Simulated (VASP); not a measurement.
Write the native input for VASP 6.6.1 that does the following.

```yaml
Task: relaxation of cell and atoms
Functional: PBEsol
Potentials_or_basis: VASP PAW PBE potentials, release 64 (In_d, O)
Cutoff: 600 eV
k_mesh: 2 × 2 × 2
Occupations: fermi-dirac, width 0.05 eV
Spin: no spin polarisation
Target_pressure: 5 GPa
Further_INCAR_settings: ALGO = Normal; EDIFF = 1e-06; IBRION = 2; EDIFFG = -0.01; NSW = 40; ISIF = 3
Target_pressure: 5 GPa
```

The structure of In2O3 lies in POSCAR:

```
In2O3                                   
1.0
   -5.0842732922      5.0842732922      5.0842732922
    5.0842732922     -5.0842732922      5.0842732922
    5.0842732922      5.0842732922     -5.0842732922
  In              O             
    16    24
Direct
     0.5000000000000000    0.5000000000000000    0.5000000000000000
     0.5000000000000000    1.0000000000000000    0.0000000000000000
     0.0000000000000000    0.5000000000000000    0.0000000000000000
     0.0000000000000000    1.0000000000000000    0.5000000000000000
     0.2500000000000000    0.7160791219775409    0.4660791219775407
     0.7500000000000000    0.7839208780224591    0.0339208780224593
     0.4660791219775407    0.2500000000000000    0.7160791219775409
     0.0339208780224593    0.7500000000000000    0.7839208780224591
     0.7160791219775409    0.4660791219775407    0.2500000000000000
     0.7839208780224591    0.0339208780224593    0.7500000000000000
     0.7500000000000000    0.2839208780224593    0.5339208780224591
     0.2500000000000000    0.2160791219775408    0.9660791219775409
     0.5339208780224591    0.7500000000000000    0.2839208780224593
     0.9660791219775409    0.2500000000000000    0.2160791219775408
     0.2839208780224593    0.5339208780224591    0.7500000000000000
     0.2160791219775408    0.9660791219775409    0.2500000000000000
     0.5365931670111720    0.7721528549838333    0.5445044150060772
     0.7276484399777491    0.9920887520050877    0.9554955849939228
     0.9634068329888280    0.5079112479949122    0.2355596879726614
     0.7723515600222509    0.7278471450161667    0.2644403120273387
     0.5445044150060772    0.5365931670111720    0.7721528549838333
     0.9554955849939228    0.7276484399777491    0.9920887520050878
     0.2355596879726614    0.9634068329888280    0.5079112479949123
     0.2644403120273387    0.7723515600222509    0.7278471450161667
     0.7721528549838333    0.5445044150060772    0.5365931670111720
     0.9920887520050878    0.9554955849939228    0.7276484399777491
     0.5079112479949122    0.2355596879726614    0.9634068329888280
     0.7278471450161667    0.2644403120273387    0.7723515600222509
     0.4634068329888280    0.2278471450161667    0.4554955849939230
     0.2723515600222508    0.0079112479949121    0.0445044150060770
     0.0365931670111720    0.4920887520050879    0.7644403120273386
     0.2276484399777493    0.2721528549838333    0.7355596879726614
     0.4554955849939230    0.4634068329888280    0.2278471450161667
     0.0445044150060770    0.2723515600222508    0.0079112479949121
     0.7644403120273386    0.0365931670111720    0.4920887520050879
     0.7355596879726614    0.2276484399777493    0.2721528549838333
     0.2278471450161667    0.4554955849939230    0.4634068329888280
     0.0079112479949121    0.0445044150060770    0.2723515600222508
     0.4920887520050879    0.7644403120273386    0.0365931670111720
     0.2721528549838333    0.7355596879726614    0.2276484399777493
```

One way to write it, as run:

INCAR

```
  PREC = Accurate
  ENCUT = 600
  EDIFF = 1E-6
  ISMEAR = -1
  SIGMA = 0.05
  LREAL = False
  LASPH = True
  NELM = 60
  ALGO = Normal
  ISIF = 3
  LWAVE = False
  LCHARG = False
  GGA = PS
  IBRION = 2
  NSW = 40
  EDIFFG = -0.01
  PSTRESS = 50
```

KPOINTS

```
regular mesh
0
Gamma
  2 2 2
```

Potentials or basis: VASP PAW PBE potentials, release 64 (In_d, O).

Run with:

```sh
$ cat potpaw_PBE.64/In_d/POTCAR potpaw_PBE.64/O/POTCAR > POTCAR
$ mpirun -np 8 vasp_std > vasp.out
```

Results of the run:

```json
{
 "Relaxed volume": "12.77 Å³/atom",
 "Relaxed cell": "a = 8.721 Å, b = 8.721 Å, c = 8.721 Å, α = 109.47°, β = 109.47°, γ = 109.47°",
 "Space group after relaxing (to 0.05 Å)": "Ia-3 (No. 206)",
 "Energy change on relaxing (the enthalpy is what falls)": "+5.8 meV/atom",
 "Ionic steps": "11",
 "Pressure after relaxing": "5.0 GPa",
 "Largest force after relaxing": "0.009 eV/Å",
 "Band gap on the k mesh": "1.18 eV, direct"
}
```

Caveat: the k mesh is coarse (spacing up to 0.44 Å⁻¹), so the values aren't converged; the cell is relaxed towards a set pressure, so the enthalpy falls and the energy may rise; the PAW data sets were made with another functional, which shifts forces and pressure a little; spin-orbit coupling is left out, which moves the levels of the heavy elements.

It took 18 min on 8 MPI ranks on Intel(R) Xeon(R) Platinum 8488C (Sapphire Rapids), on a shared host, peak memory 0.28 GiB a rank.
